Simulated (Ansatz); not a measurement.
Relaxing TaSi

These are results of DFT PBE, scalar-relativistic, plane waves, PAW in Ansatz 0.2.0, not measurements. Cutoff 420 eV, Γ-centred k mesh, Gaussian smearing, no spin polarisation in the final step.

TaSi was placed on the nickel arsenide structure type (P6_3/mmc, No. 194), with Ta in place of Ni, Si in place of As, at a guessed volume.

```
CELL_PARAMETERS angstrom
3.61016 0.00000 0.00000
-1.80508 3.12649 0.00000
0.00000 0.00000 5.15737
ATOMIC_POSITIONS crystal
Ta 0.00000 0.00000 0.00000
Ta 0.00000 0.00000 0.50000
Si 0.33333 0.66667 0.25000
Si 0.66667 0.33333 0.75000
```

Steps on the 6×6×4 mesh (4 atoms). 12 of 19 steps are shown, and the free energy counts from the last. Trial steps that were taken back and renewals of the plane-wave basis can be among the rows.

```csv
step,ΔF (meV/atom),V (Å³/atom),P (GPa)
1,912.1,14.55,59.16
3,264.5,17.01,12.62
4,184.4,17.73,2.69
6,137.7,17.45,0.96
8,123.0,17.25,0.10
9,95.7,16.92,-0.12
11,74.0,16.50,0.10
12,41.6,16.50,1.88
14,30.4,16.41,0.57
16,2.0,15.92,1.82
17,0.9,16.08,-0.63
19,0.0,16.03,0.06
```

A final relaxation ran on a 18×18×6 mesh. The relaxed crystal, P6_3/mmc (No. 194):

```cif
data_structure
_symmetry_space_group_name_H-M 'P6_3/mmc'
_symmetry_Int_Tables_number 194
_cell_length_a 3.0399
_cell_length_b 3.0399
_cell_length_c 8.0144
_cell_angle_alpha 90.000
_cell_angle_beta 90.000
_cell_angle_gamma 120.000
_cell_volume 64.14
loop_
_atom_site_label
_atom_site_type_symbol
_atom_site_symmetry_multiplicity
_atom_site_Wyckoff_symbol
_atom_site_fract_x
_atom_site_fract_y
_atom_site_fract_z
_atom_site_occupancy
Ta1 Ta 2 a 0.00000 0.00000 0.00000 1
Si1 Si 2 c 0.33333 0.66667 0.25000 1
```

```
Volume per atom          : 16.03 Å³
Density                  : 10.82 g/cm³
Energy over the elements : -0.28 eV/atom
Gap on the 18×18×6 mesh  : 0 eV (a metal)
```

The zero of energy is the elements' standard structures at the same level; no fitted shifts are applied.

The final run used a 18×18×6 mesh on its 4-atom cell and 0.10 eV smearing. For metals, differences of a few meV/atom aren't resolved. Spin–orbit coupling is left out.

A structure relaxed within its symmetry needn't be a true minimum.

Cost: 3 runs of about 0.96 core-minutes in all, on Intel Xeon 6975P-C (Granite Rapids) (shared hosts).